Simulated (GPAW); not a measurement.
Al, 1 atom in the cell. The structure is cubic, space group Fm-3m (No. 225). The conventional cell has a = 4.022 Å, b = 4.022 Å, c = 4.022 Å, α = 90.00°, β = 90.00°, γ = 90.00°. Al (site symmetry m-3m) has 12 Al at 2.84 Å as nearest neighbours. 

| Item | Value |
| --- | --- |
| Program | GPAW 26.7.0 |
| Task | optical spectrum |
| Functional | PBE |
| Potentials or basis | GPAW PAW data sets (gpaw-data 1.2.1) |
| Cutoff | 400 eV |
| Basis | pw |
| k mesh | 9 × 9 × 9 |
| Occupations | fermi-dirac, width 0.05 eV |
| Spin | no spin polarisation |
| Eta | 0.1 eV |
| Response ecut | 50 eV |
| Scissors | 0 eV |
| Kernel | RPA |
| Maxiter | 150 |
| Response k mesh | 28 × 28 × 28 |
| Domega0 | 0.05 eV |
| Omega2 | 10 eV |
| Response bands | 12 |
| Directions | ["x"] |
| Intraband | yes |

Potentials or basis: GPAW PAW data sets (gpaw-data 1.2.1), pw.

The run is started by

```console
$ OMP_NUM_THREADS=1 python run.py
```

Hardware: 1 thread of Arm Neoverse V2, with other jobs on the host.

Problem. How long does it take, and how much memory?

Solution. Run time: 45 s on 1 thread of Arm Neoverse V2 (shared host), peak memory 0.3 GiB. Counts: scf iterations 16, plane waves 307, bands 7, k points 35.
